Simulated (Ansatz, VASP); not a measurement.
## One calculation of Mo, two programs

```
Mo
1.0
    -1.62421    1.62421    1.62421
     1.62421   -1.62421    1.62421
     1.62421    1.62421   -1.62421
Mo
1
Direct
  0.00000 0.00000 0.00000
```

Alike in both runs: task single point; functional PBE; k mesh 13 × 13 × 13; no spin polarisation.

|  | VASP | Ansatz |
| --- | --- | --- |
| version | VASP 6.6.1 | Ansatz 0.2.0 |
| potentials or method | VASP PAW PBE potentials, release 64 (Mo_sv) | plane waves, PAW |
| plane-wave cutoff (eV) | 520 | 500 |
| occupations | methfessel-paxton of order 1, width 0.1 eV | cold |
| valence electrons in the cell | 14 | 14 |

VASP gave:

- pressure (GPa): -17.4

Q: What did Ansatz give for the same quantities?

A: Pressure (GPa): -17.8.

Caveats: so large a pressure means that the cell lies far from this level's equilibrium, or that cutoff or potentials fall short (VASP).
